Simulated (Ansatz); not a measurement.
AlN: ab initio molecular dynamics

The calculation used Ansatz 0.2.0, DFT PBE, scalar-relativistic, plane waves, PAW. Cutoff 420 eV, shifted (0.5, 0.5, 0.5 steps) 2×2×2 k-points, Fermi–Dirac smearing of 0.1 eV. The mesh is coarse. No spin polarisation.

16 atoms, starting at 1.04 times the perfect crystal's volume (space group P6_3/mmc, not the usual structure, the cell as given, not relaxed at this level); Langevin thermostat at 1200 K (friction 0.02 fs⁻¹), fixed cell; 30 steps of 8 fs. The run is short and not equilibrated. The time step is too long for these atoms, so the motion is inaccurate.

First frame:

```
CELL_PARAMETERS angstrom
1.67785 2.90612 -4.24267
1.67785 2.90612 4.24267
5.03355 -2.90612 0.00000
ATOMIC_POSITIONS crystal
Al 0.87500 0.62500 0.83333
Al 0.12500 0.87500 0.33333
Al 0.37500 0.12500 0.83333
Al 0.62500 0.37500 0.33333
Al 0.12500 0.37500 0.16667
Al 0.37500 0.62500 0.66667
Al 0.62500 0.87500 0.16667
Al 0.87500 0.12500 0.66667
N 0.12500 0.37500 0.83333
N 0.37500 0.62500 0.33333
N 0.62500 0.87500 0.83333
N 0.87500 0.12500 0.33333
N 0.87500 0.62500 0.16667
N 0.12500 0.87500 0.66667
N 0.37500 0.12500 0.16667
N 0.62500 0.37500 0.66667
```

```yaml
Mean_temperature_over_the_second_half: 815 K
Mean_pressure_over_the_second_half_kinetic_part_included: -0.9 GPa
Mean_potential_energy_above_the_perfect_crystal_as_given_at_volume_ratio_1;_besides_heat_the_difference_comes_from_the_volume_4_%_larger;_its_own_run_had_another_smearing_without_effect_beside_its_gap: 127 meV/atom
Mean-square_drift_of_Al_from_first_to_last_step_mean_shift_of_all_atoms_removed: 0.02 Å²
Mean-square_drift_of_N_from_first_to_last_step_mean_shift_of_all_atoms_removed: 0.03 Å²
```

Pair distribution functions g(r), second half of the run, up to half the cell's height:

```csv
r (Å),Al-Al,Al-N
1.65,0.0,0.0
1.75,0.0,0.7
1.85,0.0,4.8
1.95,0.0,7.1
2.05,0.0,4.0
2.15,0.0,2.0
2.25,0.0,0.8
2.35,0.0,0.5
2.45,0.0,0.3
2.55,0.1,0.2
```

Along the run (potential energy from its first value; pressure with the kinetic part):

```tsv
t (fs)	T (K)	ΔE_pot (meV/atom)	P (GPa)
0.0	1125	0.0	-5.6
8.0	805	82.4	-3.1
16.0	510	137.0	-1.1
24.0	972	95.1	-1.0
32.0	638	164.3	1.2
40.0	1209	111.0	0.2
48.0	754	149.5	0.0
56.0	804	156.0	-0.2
64.0	1141	107.4	-1.9
72.0	1289	96.5	-2.4
80.0	1099	102.8	-2.1
88.0	812	129.7	-0.6
96.0	899	128.2	1.1
104.0	888	119.7	1.0
112.0	1015	104.6	-0.7
120.0	712	112.1	-1.4
128.0	857	124.5	-0.3
136.0	968	106.8	-1.3
144.0	507	135.8	-0.9
152.0	816	126.3	-0.1
160.0	986	83.0	-1.3
168.0	878	94.3	-1.9
176.0	545	153.7	-0.4
184.0	852	113.7	-1.1
192.0	987	78.8	-1.8
200.0	903	113.3	-0.7
208.0	559	175.2	0.8
216.0	804	154.2	0.2
224.0	892	120.3	-0.9
232.0	764	105.4	-1.7
240.0	1014	102.8	-1.3
```